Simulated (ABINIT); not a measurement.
# HfO2 (Fm-3m) in ABINIT: settings compared, part 2 of 2

ABINIT 10.8.3 (patched build). The steps go on from the part before.

### 4 Optical spectrum, LDA

run.abi reads:

```
ndtset 3

pp_dirpath "./"
pseudos "Hf_sc.hgh, O.hgh"

acell 6.8348581746 6.8348581746 6.8348581746
rprim
     0.0000000000     0.7071067812     0.7071067812
     0.7071067812     0.0000000000     0.7071067812
     0.7071067812     0.7071067812     0.0000000000
ntypat 2
znucl 72 8
natom 3
typat 1 2 2
xred
            0.0            0.0            0.0
            3/4            3/4            3/4
            1/4            1/4            1/4

ecut 70.0

ngkpt 6 6 6
nshiftk 4
shiftk
     0.5000000000     0.5000000000     0.5000000000
     0.5000000000     0.0000000000     0.0000000000
     0.0000000000     0.5000000000     0.0000000000
     0.0000000000     0.0000000000     0.5000000000
istwfk *1

ixc 7

occopt 1

nstep 80
diemac 6.0

iomode 3
prteig 0
prtebands 0

nband1 12
tolvrs1 1.0e-12
prtden1 1
prtwf1 0
kptopt1 1

iscf2 -2
getden2 1
nband2 24
nbdbuf2 4
tolwfr2 1.0e-12
nstep2 120
prtden2 0
kptopt2 1

optdriver3 8
wfk_task3 "wfk_optics_fullbz"
getwfk3 2
nband3 20
kptopt3 1
prtevk3 1
inclvkb3 2
```

optic.abi reads:

```
&FILES
 ddkfile_1 = 'runo_DS3_1_EVK.nc',
 ddkfile_2 = 'runo_DS3_2_EVK.nc',
 ddkfile_3 = 'runo_DS3_3_EVK.nc',
 wfkfile = 'runo_DS3_WFK.nc'
/
&PARAMETERS
 broadening = 0.005512,
 domega = 0.002,
 maxomega = 0.8,
 scissor = 0.036749,
 tolerance = 0.002
/
&COMPUTATIONS
 num_lin_comp = 1,
 lin_comp = 11,
 num_nonlin_comp = 0
/
```

Potentials or basis: HGH LDA semicore.

Started as:

```sh
$ abinit run.abi > log 2>&1
$ optic optic.abi > optic.log 2>&1
```

run.abo:

```text
.Version 10.8.3 of ABINIT
 DATASET    1 : space group Fm -3 m (#225); Bravais cF (face-center cubic)
================================================================================
 Values of the parameters that define the memory need for DATASET  1.
     intxc =       0    ionmov =       0      iscf =       7    lmnmax =       7
     lnmax =       7     mgfft =      54  mpssoang =       3    mqgrid =    3001
     natom =       3  nloc_mem =       1    nspden =       1   nspinor =       1
    nsppol =       1      nsym =      48    n1xccc =       0    ntypat =       2
    occopt =       1   xclevel =       1
       mpw =        6335          nfft =      157464          nkpt =          28
================================================================================
================================================================================
[... 13 lines left out ...]
 DATASET    3 : space group Fm -3 m (#225); Bravais cF (face-center cubic)
================================================================================
 Values of the parameters that define the memory need for DATASET  3.
     intxc =       0    ionmov =       0      iscf =       7    lmnmax =       7
     lnmax =       7     mgfft =      54  mpssoang =       3    mqgrid =    3001
     natom =       3  nloc_mem =       1    nspden =       1   nspinor =       1
    nsppol =       1      nsym =      48    n1xccc =       0    ntypat =       2
    occopt =       1   xclevel =       1
       mpw =        6335          nfft =      157464          nkpt =          28
================================================================================
================================================================================

[... 380 lines left out ...]
    nkpt:    864
    mband:   24
    nsppol:  1
    nspinor: 1
    useylm:  0
    inclvkb: 2
    bmin: 1, bmax: 24
    Computing diagonal and off-diagonal matrix elements
    Between band index bmin: 1, bmax: 24

== END DATASET(S) ==============================================================
================================================================================

 -outvars: echo values of variables after computation  --------
            acell      6.8348581746E+00  6.8348581746E+00  6.8348581746E+00 Bohr
           etotal1    -8.2415473497E+01
           etotal3     0.0000000000E+00
            fcart1    -0.0000000000E+00 -0.0000000000E+00 -0.0000000000E+00
                      -0.0000000000E+00 -0.0000000000E+00 -0.0000000000E+00
                      -0.0000000000E+00 -0.0000000000E+00 -0.0000000000E+00
            fcart3     0.0000000000E+00  0.0000000000E+00  0.0000000000E+00
                       0.0000000000E+00  0.0000000000E+00  0.0000000000E+00
                       0.0000000000E+00  0.0000000000E+00  0.0000000000E+00
            rprim      0.0000000000E+00  7.0710678120E-01  7.0710678120E-01
                       7.0710678120E-01  0.0000000000E+00  7.0710678120E-01
                       7.0710678120E-01  7.0710678120E-01  0.0000000000E+00
           strten1     1.2639416220E-03  1.2639416220E-03  1.2639416220E-03
                       0.0000000000E+00  0.0000000000E+00  0.0000000000E+00
           strten3     0.0000000000E+00  0.0000000000E+00  0.0000000000E+00
                       0.0000000000E+00  0.0000000000E+00  0.0000000000E+00
           xangst      0.0000000000E+00  0.0000000000E+00  0.0000000000E+00
                       3.8362499975E+00  3.8362499975E+00  3.8362499975E+00
                       1.2787499992E+00  1.2787499992E+00  1.2787499992E+00
             xred      0.0000000000E+00  0.0000000000E+00  0.0000000000E+00
                       7.5000000000E-01  7.5000000000E-01  7.5000000000E-01
                       2.5000000000E-01  2.5000000000E-01  2.5000000000E-01
 Calculation completed.
```

optic_0001_0001-linopt.out:

```text
#calculated the component:  1  1  of dielectric function
 #broadening:    0.000000E+00    5.512000E-03
 #scissors shift:    3.674900E-02
 #energy window:    8.585349E+01eV    3.155057E+00Ha
 # Energy(eV)         Im(eps(w))
    2.721139E-01    3.912441E-03
    8.163416E-01    1.198008E-02
    1.360569E+00    2.082329E-02
    1.904797E+00    3.113752E-02
    2.449025E+00    4.397605E-02
    2.993252E+00    6.116240E-02
[... 32 lines left out ...]
    2.095277E+01    1.237165E+00
    2.149700E+01    2.112154E+00
[... 169 lines left out ...]
    1.904797E+00    1.472930E-01
    2.449025E+00    1.516413E-01
    2.993252E+00    1.575928E-01
[... 32 lines left out ...]
    2.095277E+01    5.854444E-02
    2.149700E+01    1.135275E-01
 # Energy(eV)         absorption coeff (in 10^6 m-1) = omega Im(eps) / c n(eps)
    1.632683E-01    8.796850E-04
    7.074960E-01    1.675115E-02
    1.251724E+00    5.414880E-02
    1.795951E+00    1.174409E-01
    2.340179E+00    2.150310E-01
    2.884407E+00    3.626572E-01
[... 32 lines left out ...]
    2.084392E+01    1.058973E+02
    2.138815E+01    1.348727E+02
```

Run time: 5 min. Hardware: 1 thread of Arm Neoverse V1, shared host; peak memory 2.2 GiB.

Results:

* Free energy: -2242.6393 eV

Dielectric function (mean over the directions given):
```
energy (eV)  real part  imaginary part
       0.33       4.86            0.01
       0.76       4.89            0.01
       1.31       4.94            0.02
       1.74       5.01            0.03
       2.29       5.13            0.04
       2.83       5.30            0.06
       3.27       5.49            0.07
       3.81       5.80            0.10
       4.25       6.16            0.15
       4.79       6.86            0.27
       5.33       8.32            0.83
       5.77       8.61            3.79
       6.31       6.04            2.85
       6.75       7.18            3.59
       7.29       7.16            4.70
       7.84       7.33            6.30
       8.27       5.62            7.32
       8.82       5.97            7.96
       9.36       2.06            9.47
       9.80       0.55            8.42
      10.34      -2.79            7.44
      10.78      -2.37            5.10
      11.32      -1.84            3.92
      11.86      -0.92            3.92
      12.30      -0.82            3.78
      12.84      -1.71            3.18
      13.28      -1.70            2.04
      13.82      -1.03            1.61
      14.37      -0.41            1.58
      14.80      -0.60            1.52
      15.35      -0.67            1.27
      15.89      -0.49            0.76
      16.33      -0.06            0.61
      16.87       0.41            0.66
      17.31       0.41            0.74
      17.85       0.80            1.02
      18.39       0.89            1.25
      18.83       0.21            0.92
      19.38       0.58            0.62
      19.92       1.30            0.82
```

Caveat: the cutoff is too short for stress, so the log's stress isn't used; spectra need much finer meshes, so this one isn't converged; the scissor shift was typed, not computed; independent-particle spectra lack excitons; HGH potentials are hard and often keep d shells in the core, so these values are rough. Spin-orbit coupling is left out, which matters for the levels of Hf.

### 5 Positron lifetime, LDA

run.abi reads:

```
# Datasets
ndtset 2

# Pseudopotentials
pp_dirpath "./"
pseudos "Hf.LDA_PW-JTH.xml, O.LDA_PW-JTH.xml"

# Structure
acell 3*1.0
rprim
     0.0000000000     4.8329745637     4.8329745637
     4.8329745637     0.0000000000     4.8329745637
     4.8329745637     4.8329745637     0.0000000000
ntypat 2
znucl 72 8
natom 3
typat 1 2 2
xred
            0.0            0.0            0.0
            3/4            3/4            3/4
            1/4            1/4            1/4

# Plane-wave basis
ecut 517.016339 eV
pawecutdg 38.0

# Exchange and correlation
ixc 7

# SCF cycle
nstep 80

# Output
iomode 3
prteig 0
prtebands 0
prtwf 0

# Dataset 1: electrons
kptopt1 1
ngkpt1 6 6 6
nshiftk1 1
shiftk1 0.0 0.0 0.0
nband1 16
occopt1 3
tsmear1 0.05 eV
tolvrs1 1.0e-10
prtden1 1

# Dataset 2: positron in the electrons' density
positron2 1
ixcpositron2 31
getden2 1
kptopt2 0
nkpt2 1
kpt2 0.0 0.0 0.0
nband2 1
occopt2 2
occ2 1.0
posocc2 1.0
toldfe2 1.0e-7
nline2 10
nnsclo2 2
optforces2 0
optstress2 0
prtden2 0
```

Potentials or basis: JTH PAW LDA v2.0.

Started as:

```sh
$ abinit run.abi > log 2>&1
```

run.abo:

```text
.Version 10.8.3 of ABINIT
 DATASET    1 : space group Fm -3 m (#225); Bravais cF (face-center cubic)
================================================================================
 Values of the parameters that define the memory need for DATASET  1.
     intxc =       0    ionmov =       0      iscf =      17    lmnmax =      18
     lnmax =       6     mgfft =      30  mpssoang =       3    mqgrid =    3001
     natom =       3  nloc_mem =       2    nspden =       1   nspinor =       1
    nsppol =       1      nsym =      48    n1xccc =       1    ntypat =       2
    occopt =       3   xclevel =       1
       mpw =         911          nfft =       27000          nkpt =          16
 PAW method is used; the additional fine FFT grid is defined by:
   mgfftf=        40    nfftf =     64000
================================================================================
================================================================================

 DATASET    2 : space group Fm -3 m (#225); Bravais cF (face-center cubic)
================================================================================
 Values of the parameters that define the memory need for DATASET  2.
     intxc =       0    ionmov =       0      iscf =      17    lmnmax =      18
     lnmax =       6     mgfft =      30  mpssoang =       3    mqgrid =    3001
     natom =       3  nloc_mem =       2    nspden =       1   nspinor =       1
    nsppol =       1      nsym =      48    n1xccc =       1    ntypat =       2
    occopt =       2   xclevel =       1
       mpw =         447          nfft =       27000          nkpt =           1
 PAW method is used; the additional fine FFT grid is defined by:
[... 480 lines left out ...]

--- !EnergyTermsDC
iteration_state     : {dtset: 2, }
comment             : '"Double-counting" decomposition of free energy'
band_energy         : -2.03493333733929E-01
PAW spherical_terms :  0.00000000000000E+00
electron_positron_dc: -1.68365383175920E-01
positronic          : -3.71858716909851E-01
electronic          : -8.28125346305811E+01
electron_positron_interaction:  1.68366263327936E-01
total_energy_dc     : -8.30160270841630E+01
total_energy_dc_eV  : -2.25898117759398E+03
...

== END DATASET(S) ==============================================================
================================================================================

 -outvars: echo values of variables after computation  --------
            acell      1.0000000000E+00  1.0000000000E+00  1.0000000000E+00 Bohr
           etotal1    -8.2812534631E+01
           etotal2    -8.3016027084E+01
            fcart1    -0.0000000000E+00 -0.0000000000E+00 -0.0000000000E+00
                      -0.0000000000E+00 -0.0000000000E+00 -0.0000000000E+00
                      -0.0000000000E+00 -0.0000000000E+00 -0.0000000000E+00
            fcart2     9.9999999999E+99  9.9999999999E+99  9.9999999999E+99
                       9.9999999999E+99  9.9999999999E+99  9.9999999999E+99
                       9.9999999999E+99  9.9999999999E+99  9.9999999999E+99
            rprim      0.0000000000E+00  4.8329745637E+00  4.8329745637E+00
                       4.8329745637E+00  0.0000000000E+00  4.8329745637E+00
                       4.8329745637E+00  4.8329745637E+00  0.0000000000E+00
           strten1     6.9060558354E-04  6.9060558354E-04  6.9060558354E-04
                       0.0000000000E+00  0.0000000000E+00  0.0000000000E+00
           strten2     9.9999999999E+99  9.9999999999E+99  9.9999999999E+99
                       9.9999999999E+99  9.9999999999E+99  9.9999999999E+99
           xangst      0.0000000000E+00  0.0000000000E+00  0.0000000000E+00
                       3.8362499974E+00  3.8362499974E+00  3.8362499974E+00
                       1.2787499991E+00  1.2787499991E+00  1.2787499991E+00
             xred      0.0000000000E+00  0.0000000000E+00  0.0000000000E+00
                       7.5000000000E-01  7.5000000000E-01  7.5000000000E-01
                       2.5000000000E-01  2.5000000000E-01  2.5000000000E-01
 Calculation completed.
```

Wall time 7.9 s (1 thread of Intel Xeon 6975P-C (Granite Rapids), shared host); peak memory 0.09 GiB.

Results:

| Property | Result |
| --- | --- |
| Free energy | -2253.4439 eV |
| Pressure | -20.3 GPa |
| Band gap on the k mesh | 3.52 eV, direct |
| Positron lifetime, core in the independent-particle model | 135 ps |
| Positron lifetime | 129 ps |

Caveat: the PAW basis is incomplete for the positron; so large a pressure means that the cell lies far from this level's equilibrium, or that cutoff or potentials fall short; spin-orbit coupling is left out, which moves the levels of the heavy elements. LDA gaps usually lie below the measured ones, often by a third to a half.

### 6 One-shot levels of the hybrid HSE06, PBE (atoms moved at random, drawn with an rms of 0.1 Å)

run.abi reads:

```
ndtset 3

pp_dirpath "./"
pseudos "Hf.upf, O.upf"

acell 3*1.0
rprim
     0.0000000000     4.8329745637     4.8329745637
     4.8329745637     0.0000000000     4.8329745637
     4.8329745637     4.8329745637     0.0000000000
ntypat 2
znucl 72 8
natom 3
typat 1 2 2
chkprim 0
chksymtnons 0
tolsym 1.0e-6
xred
   0.0043290000   0.0365390000  -0.0536760000
   0.7378460000   0.7681010000   0.7539370000
   0.2618940000   0.2143190000   0.2323620000

ecut 42.0

kptopt 1
ngkpt 5 5 5
nshiftk 1
shiftk 0.0 0.0 0.0
istwfk *1

ixc 11

occopt 1

nstep 80
diemac 6.0

iomode 3
prteig 0
prtebands 0

nband1 12
tolvrs1 1.0e-12
prtden1 1
prtwf1 0

iscf2 -2
getden2 1
nband2 24
nbdbuf2 4
tolwfr2 1.0e-12
nstep2 120
prtden2 0

optdriver3 4
getwfk3 2
nband3 20
ecutsigx3 42.0
ecutwfn3 42.0
symsigma3 1
gwcalctyp3 15
ixc_sigma3 -428
getden3 1
fftgw3 01
gw_qprange3 -16
```

Potentials or basis: PseudoDojo NC SR PBE v0.4.1 standard.

Started as:

```sh
$ abinit run.abi > log 2>&1
```

run.abo:

```text
.Version 10.8.3 of ABINIT
 DATASET    1 : space group P1 (#  1); Bravais aP (primitive triclinic)
================================================================================
 Values of the parameters that define the memory need for DATASET  1.
     intxc =       0    ionmov =       0      iscf =       7    lmnmax =       8
     lnmax =       8     mgfft =      40  mpssoang =       4    mqgrid =    3001
     natom =       3  nloc_mem =       1    nspden =       1   nspinor =       1
    nsppol =       1      nsym =       1    n1xccc =    2501    ntypat =       2
    occopt =       1   xclevel =       2
       mpw =        2946          nfft =       64000          nkpt =          63
================================================================================
================================================================================
[... 13 lines left out ...]
 DATASET    3 : space group P1 (#  1); Bravais aP (primitive triclinic)
================================================================================
 Values of the parameters that define the memory need for DATASET  3.
[... 2484 lines left out ...]
            fcart1     3.0392850702E-03  2.0672353588E-03 -4.9516169400E-03
                      -3.1719791612E-02 -2.0033855237E-03 -1.0516376469E-02
                       2.8680506542E-02 -6.3849835138E-05  1.5467993409E-02
            fcart3     0.0000000000E+00  0.0000000000E+00  0.0000000000E+00
                       0.0000000000E+00  0.0000000000E+00  0.0000000000E+00
                       0.0000000000E+00  0.0000000000E+00  0.0000000000E+00
            rprim      0.0000000000E+00  4.8329745637E+00  4.8329745637E+00
                       4.8329745637E+00  0.0000000000E+00  4.8329745637E+00
                       4.8329745637E+00  4.8329745637E+00  0.0000000000E+00
           strten1    -3.3247891015E-05  7.2770045279E-05  5.4326921966E-05
                      -1.1149974504E-04  1.4900935613E-05 -7.3743765358E-05
           strten3     0.0000000000E+00  0.0000000000E+00  0.0000000000E+00
                       0.0000000000E+00  0.0000000000E+00  0.0000000000E+00
           xangst     -4.3827877470E-02 -1.2620495241E-01  1.0451990993E-01
                       3.8926121823E+00  3.8152350199E+00  3.8514594499E+00
                       1.1423866567E+00  1.2640597191E+00  1.2179147467E+00
             xred      4.3290000000E-03  3.6539000000E-02 -5.3676000000E-02
                       7.3784600000E-01  7.6810100000E-01  7.5393700000E-01
                       2.6189400000E-01  2.1431900000E-01  2.3236200000E-01
 Calculation completed.
```

Wall time 23 min (1 thread of AMD EPYC 7R43 (Zen 3), shared host); peak memory 1.4 GiB.

Results:

- Band gap on the k mesh: 3.93 eV, indirect (least direct gap 3.97 eV)
- Band gap of the one-shot hybrid: 5.76 eV
- Direct band gap of the one-shot hybrid: 5.76 eV

Caveat: the k mesh is coarse (spacing up to 0.43 Å⁻¹), so the values aren't converged; the k mesh is coarse for a many-body step; Libxc's HSE differs a little from that of other programs; this build's HSE levels may be imprecise; spin-orbit coupling is left out, which moves the levels of the heavy elements; an odd mesh through Γ misses points on the zone boundary, where band edges often lie.

### 7 Summary

| task | level | potentials or basis | cell | k mesh | cutoff (eV) | smearing | cutoff of the screening (Ha) | bands in the sums | wave-function cutoff in the screening (Ha) | frequency treatment | imaginary frequencies | other keys | mesh quality | gap on the mesh (eV) |
| --- | --- | --- | --- | --- | --- | --- | --- | --- | --- | --- | --- | --- | --- | --- |
| G0W0 quasiparticle levels | PBE | PseudoDojo NC SR PBE v0.4.1 standard | as given | 6 × 6 × 6 | 952 | fixed | 8 | 92 | 21 | contour deformation | 8 | - | not flagged | - |
| phonons at a zone-boundary q | LDA | PseudoDojo NC SR LDA v0.4.1 standard | as given | 4 × 4 × 4, with 4 shifts | 952 | fixed | - | - | - | - | - | - | not flagged | - |
| positron lifetime | LDA | JTH PAW LDA v2.0 | as given | 6 × 6 × 6 | 517 | fermi-dirac 0.05 eV | - | - | - | - | - | - | not flagged | 3.52 |
| one-shot levels of the hybrid HSE06 | PBE | PseudoDojo NC SR PBE v0.4.1 standard | atoms moved at random, drawn with an rms of 0.1 Å | 5 × 5 × 5 | 1143 | fixed | - | 20 | - | - | - | several, not listed | coarse | 3.93 |

Alike in all rows: no spin polarisation.

Caveats: some runs use coarse meshes; spin-orbit coupling is left out, which moves the levels of the heavy elements (some runs); bands and screening cutoff are small, so the values aren't converged (some runs); the sums over empty bands aren't extrapolated, so the gap can lie some tenths of an eV under the converged one, most of all in nitrides and oxides (some runs); the PAW basis is incomplete for the positron (some runs); so large a pressure means that the cell lies far from this level's equilibrium, or that cutoff or potentials fall short (some runs); Libxc's HSE differs a little from that of other programs (some runs); this build's HSE levels may be imprecise (some runs).

Total energies depend on the potentials used, so only differences within one code and one set of settings carry meaning.
